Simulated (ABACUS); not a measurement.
# Zn (Im-3m) in ABACUS: settings compared

The runs below take Zn through single point, with LDA, PBE.

Program: ABACUS 3.10.1. These are calculated values, not measurements. Logs are shortened: lines on timing, memory, paths and dates and some standing lists are left out, and cuts for length are marked.

### Step 1. Starting point

Symmetry: Im-3m, No. 229, cubic system. Conventional cell: a = 3.138 Å, b = 3.138 Å, c = 3.138 Å, α = 90.00°, β = 90.00°, γ = 90.00°. Zn (site symmetry m-3m) has 8 Zn at 2.72 Å as nearest neighbours.

This isn't the form of Zn at room conditions, which is hcp.

### Step 2. Single point, LDA

INPUT reads:

```
INPUT_PARAMETERS
suffix              Zn
calculation         scf
basis_type          pw
pseudo_dir          ./
symmetry            1
dft_functional      pz
ecutwfc             84
pseudo_rcut         7
nspin               1
nbands              14
ks_solver           dav
smearing_method     fd
smearing_sigma      0.00367493
scf_thr             1e-08
scf_nmax            100
mixing_type         broyden
mixing_beta         0.7
cal_force           1
cal_stress          1
kpar                4
```

STRU reads:

```
ATOMIC_SPECIES
Zn 65.3800 Zn_ONCV_PBE-1.2.upf

LATTICE_CONSTANT
1.8897261246

LATTICE_VECTORS
-1.5690370000 1.5690370000 1.5690370000
1.5690370000 -1.5690370000 1.5690370000
1.5690370000 1.5690370000 -1.5690370000

ATOMIC_POSITIONS
Direct

Zn
0.0
1
0.0000000000 0.0000000000 0.0000000000 1 1 1
```

KPT reads:

```
K_POINTS
0
Gamma
12 12 12 0 0 0
```

Potentials or basis: SG15 ONCV 1.2 PBE, plane waves.

The run is started by

```sh
$ OMP_NUM_THREADS=1 mpirun -np 4 abacus > log
```

running log:

```text
ABACUS v3.10.1

               Atomic-orbital Based Ab-initio Computation at UStc

 ------------------------------------------------------------------------------------

 READING GENERAL INFORMATION
                           global_out_dir = OUT.Zn/
                           global_in_card = INPUT
                               pseudo_dir = ./
                              orbital_dir =
                                    DSIZE = 4
                                    GSIZE = 1

 READING UNITCELL INFORMATION
                                    ntype = 1
                  lattice constant (Bohr) = 1.88973
              lattice constant (Angstrom) = 1

 READING ATOM TYPE 1
                               atom label = Zn
                      L=0, number of zeta = 1
                      L=1, number of zeta = 1
                      L=2, number of zeta = 1
             number of atom for this type = 1

                        TOTAL ATOM NUMBER = 1
DIRECT COORDINATES
    atom                   x                   y                   z     mag                  vx                  vy                  vz
taud_Zn1            0.0000000000        0.0000000000        0.0000000000  0.0000        0.0000000000        0.0000000000        0.0000000000

                          Volume (Bohr^3) = 104.269
                             Volume (A^3) = 15.4511

 Lattice vectors: (Cartesian coordinate: in unit of a_0)
             -1.56904            +1.56904            +1.56904
             +1.56904            -1.56904            +1.56904
             +1.56904            +1.56904            -1.56904
 Reciprocal vectors: (Cartesian coordinate: in unit of 2 pi/a_0)
                   +0           +0.318667           +0.318667
            +0.318667                  +0           +0.318667
            +0.318667           +0.318667                  +0
 The esolver type has been set to : ksdft_pw

                PAO radial cut off (Bohr) = 7

 Read in pseudopotential file is Zn_ONCV_PBE-1.2.upf
                     pseudopotential type = NC
          exchange-correlation functional = PBE
                 nonlocal core correction = 0
                        valence electrons = 20
                                     lmax = 2
                           number of zeta = 0
                     number of projectors = 6
                           L of projector = 0
                           L of projector = 0
                           L of projector = 1
                           L of projector = 1
                           L of projector = 2
                           L of projector = 2
 XC functional updated to : pz
          exchange-correlation functional = PZ
     initial pseudo atomic orbital number = 0

 SETUP THE ELECTRONS NUMBER
            electron number of element Zn = 20
      total electron number of element Zn = 20
            AUTOSET number of electrons:  = 20
                           occupied bands = 10
                                   NBANDS = 14
                                   NLOCAL = 9

%%%%%%%%%%%%%%%%%%%%%%%%%%%%%%%%%%%%%%%%%%%%%%%%%%%%%%%%%%%%%%%%%%%%%%%%%%%%%%%%%%%%%%%%%%%%%%%%%%%%%%%%%%
 Warning: the number of valence electrons in pseudopotential > 12 for Zn: [Ar] 3d10 4s2
 Pseudopotentials with additional electrons can yield (more) accurate outcomes, but may be less efficient.
 If you're confident that your chosen pseudopotential is appropriate, you can safely ignore this warning.
%%%%%%%%%%%%%%%%%%%%%%%%%%%%%%%%%%%%%%%%%%%%%%%%%%%%%%%%%%%%%%%%%%%%%%%%%%%%%%%%%%%%%%%%%%%%%%%%%%%%%%%%%%

 SETUP THE PLANE WAVE BASIS
 energy cutoff for charge/potential (unit:Ry) = 336
            fft grid for charge/potential = [ 30, 30, 30 ]
                        fft grid division = [ 1, 1, 1 ]
        big fft grid for charge/potential = [ 30, 30, 30 ]
                                     nbxx = 27000
                                     nrxx = 27000

 SETUP PLANE WAVES FOR CHARGE/POTENTIAL
                    number of plane waves = 10833
                         number of sticks = 657

 PARALLEL PW FOR CHARGE/POTENTIAL
     PROC   COLUMNS(POT)             PW
        1            657          10833
 --------------- sum -------------------
        1            657          10833
                            number of |g| = 139
                                  max |g| = 30.2615
                                  min |g| = 0

----------- Double Check Mixing Parameters Begin ------------
mixing_type: broyden
mixing_beta: 0.7
mixing_gg0: 1
mixing_gg0_min: 0.1
mixing_ndim: 8
----------- Double Check Mixing Parameters End ------------

 LATTICE VECTORS: (CARTESIAN COORDINATE: IN UNIT OF A0)
             -1.56904            +1.56904            +1.56904
[... 20 lines left out ...]
                        ROTATION MATRICES = 48
              PURE POINT GROUP OPERATIONS = 48
                   SPACE GROUP OPERATIONS = 48
                              POINT GROUP = O_h
               POINT GROUP IN SPACE GROUP = O_h

 SETUP K-POINTS
                                    nspin = 1
                   Input type of k points = Monkhorst-Pack(Gamma)
                                   nkstot = 1728
                       right hand lattice = 1
(for reciprocal lattice: )
                             BRAVAIS TYPE = 3
                     BRAVAIS LATTICE NAME = 03. Cubic F (face-centered)
                                    ibrav = 3
                       right hand lattice = 1
(for k-lattice: )
                             BRAVAIS TYPE = 3
                     BRAVAIS LATTICE NAME = 03. Cubic F (face-centered)
                                    ibrav = 3
                       right hand lattice = 1
                        ROTATION MATRICES = 48
                               nkstot_ibz = 72
K-POINTS REDUCTION ACCORDING TO SYMMETRY
     IBZ    DIRECT_X    DIRECT_Y    DIRECT_Z  WEIGHT  ibz2bz
       1  0.00000000  0.00000000  0.00000000  0.0006       0
       2 -0.08333333  0.08333333  0.00000000  0.0069       1
       3 -0.16666667  0.16666667  0.00000000  0.0069       2
       4 -0.25000000  0.25000000  0.00000000  0.0069       3
       5 -0.33333333  0.33333333  0.00000000  0.0069       4
       6 -0.41666667  0.41666667  0.00000000  0.0069       5
[... 22 lines left out ...]
      29 -0.16666667  0.16666667  0.08333333  0.0139     178
      30  0.41666667  0.25000000  0.25000000  0.0139     183
[... 42 further k points ...]

                               nkstot now = 72
[... K-POINTS DIRECT COORDINATES: 72 rows ...]

           k-point number in this process = 18
       minimum distributed K point number = 18
[... stars of the k points ...]

[... K-POINTS CARTESIAN COORDINATES: 18 rows ...]

[... K-POINTS DIRECT COORDINATES: 18 rows ...]

 SETUP PLANE WAVES FOR WAVE FUNCTIONS
     energy cutoff for wavefunc (unit:Ry) = 84
              fft grid for wave functions = [ 30, 30, 30 ]
                    number of plane waves = 1985
                         number of sticks = 217

 PARALLEL PW FOR WAVE FUNCTIONS
     PROC   COLUMNS(POT)             PW
        1            217           1985
 --------------- sum -------------------
        1            217           1985

 SETUP NONLOCAL PSEUDOPOTENTIALS IN PLANE WAVE BASIS
 Zn non-local projectors:
 projector 1 L=0
 projector 2 L=0
 projector 3 L=1
 projector 4 L=1
 projector 5 L=2
 projector 6 L=2
      TOTAL NUMBER OF NONLOCAL PROJECTORS = 18

 Init Non-Local PseudoPotential table :
 Init Non-Local-Pseudopotential done.

                                     npwx = 1409

 -------------------------------------------
 SELF-CONSISTENT
 -------------------------------------------
                                 init_chg = atomic

 PW ALGORITHM --------------- ION=   1  ELEC=   1--------------------------------
 Notice: Threshold on eigenvalues was too large.
 hsover_error=0.2 > DRHO=0.0826248
 Origin diag ethr = 0.01
 New diag ethr = 0.000413124

 Density error is 0.0812195665
                          Error Threshold = 0.000413124157714
----------------------------------------------------------
     Energy           Rydberg                 eV
----------------------------------------------------------
 E_KohnSham     -399.6440378677      -5437.4360867290
 E_Harris       -405.3768233638      -5515.4346348870
 E_Fermi        1.1183316300         15.2156824214
----------------------------------------------------------
[... 63 lines left out ...]
 Density error is 1.95744315166e-09
                          Error Threshold = 1.08713690001e-09
----------------------------------------------------------
     Energy           Rydberg                 eV
----------------------------------------------------------
 E_KohnSham     -399.6778834275      -5437.8965791942
 E_KS(sigma->0) -399.6777705939      -5437.8950440144
 E_Harris       -399.6778742929      -5437.8964549112
 E_band         -38.2477046602       -520.3867187998
 E_one_elec     -245.7794966895      -3344.0016065490
 E_Hartree      127.2124858661       1730.8146645233
 E_xc           -35.6353131288       -484.8433085655
 E_Ewald        -245.4753338082      -3339.8632582435
 E_entropy(-TS) -0.0002256672        -0.0030703595
 E_descf        0.0000000000         0.0000000000
 E_exx          0.0000000000         0.0000000000
 E_Fermi        1.0854310921         14.7680476390
----------------------------------------------------------

 charge density convergence is achieved
 final etot is -5437.8965792 eV
 EFERMI = 14.768047639 eV

 STATE ENERGY(eV) AND OCCUPATIONS    NSPIN == 1
 1/18 kpoint (Cartesian) = 0.0000 0.0000 0.0000 (1409 pws)
       1       -111.767     0.00115741
       2       -65.6315     0.00115741
       3       -65.6315     0.00115741
       4       -65.6315     0.00115741
       5        4.42768     0.00115741
       6        7.37077     0.00115741
       7        7.37077     0.00115741
       8        7.37077     0.00115741
       9        7.89954     0.00115741
      10        7.89954     0.00115741
      11        33.3704        0.00000
      12        33.3704        0.00000
      13        33.3704        0.00000
      14        35.5404        0.00000
[... 66 lines left out ...]
       1       -111.765      0.0138889
       2       -65.6515      0.0138889
       3       -65.6393      0.0138889
       4       -65.6311      0.0138889
       5        6.67987      0.0138889
       6        7.07847      0.0138889
       7        7.85794      0.0138889
       8        7.92959      0.0138889
       9        8.17776      0.0138889
      10        10.4394      0.0138889
      11        15.9627    5.83360e-13
      12        26.1276        0.00000
      13        27.6286        0.00000
      14        30.3437        0.00000

[... levels at 12 further k points ...]

------------------------------------------------------------------------------------------
 TOTAL-FORCE (eV/Angstrom)
------------------------------------------------------------------------------------------
                       Zn1         0.0000000000         0.0000000000         0.0000000000
------------------------------------------------------------------------------------------

----------------------------------------------------------------
 TOTAL-STRESS (KBAR)
----------------------------------------------------------------
      -102.8016317630         0.0000000000         0.0000000000
         0.0000000000      -102.8016317630        -0.0000000000
        -0.0000000000        -0.0000000000      -102.8016317630
----------------------------------------------------------------
 TOTAL-PRESSURE: -102.801632 KBAR

 --------------------------------------------
 !FINAL_ETOT_IS -5437.8965791941591306 eV
 --------------------------------------------
```

Wall time 9.2 s (4 MPI ranks of Intel Xeon Platinum 8375C at 2.90GHz (Ice Lake), shared host); peak memory 0.24 GiB.

What came out:

| Quantity | Value |
| --- | --- |
| Free energy | -5437.8966 eV |
| Pressure | -10.3 GPa |
| Band gap on the k mesh | none (metal or under the smearing width) |

Caveat: the potentials were made for another functional, which shifts forces and pressure.

### Step 3. Single point, PBE

INPUT, as its differences from that of step 2:

```diff
@@ -6,3 +6,3 @@
 symmetry            1
-dft_functional      pz
+dft_functional      pbe
 ecutwfc             84
```

STRU is that of step 2.

KPT is that of step 2.

Potentials or basis: SG15 ONCV 1.2 PBE, plane waves.

The run is started by

```sh
$ OMP_NUM_THREADS=1 mpirun -np 4 abacus > log
```

Run time: 8.8 s. Hardware: 4 MPI ranks of Intel Xeon Platinum 8375C at 2.90GHz (Ice Lake), shared host; peak memory 0.24 GiB.

Results (log left out):

- Free energy: -5446.7207 eV
- Pressure: -0.4 GPa
- Band gap on the k mesh: none (metal or under the smearing width)

Levels at points of the mesh, in eV from the Fermi level:
| k point | band 8 | band 9 | band 10 | band 11 | band 12 | band 13 |
| --- | --- | --- | --- | --- | --- | --- |
| (0.00, 0.00, 0.00) | -7.66 | -7.16 | -7.16 | 18.98 | 18.98 | 18.98 |
| (0.50, 0.50, 0.00) | -7.13 | -6.83 | -2.62 | -0.96 | 11.27 | 12.62 |
| (0.50, 0.50, 0.50) | -6.91 | -6.91 | 4.19 | 4.19 | 4.19 | 7.45 |
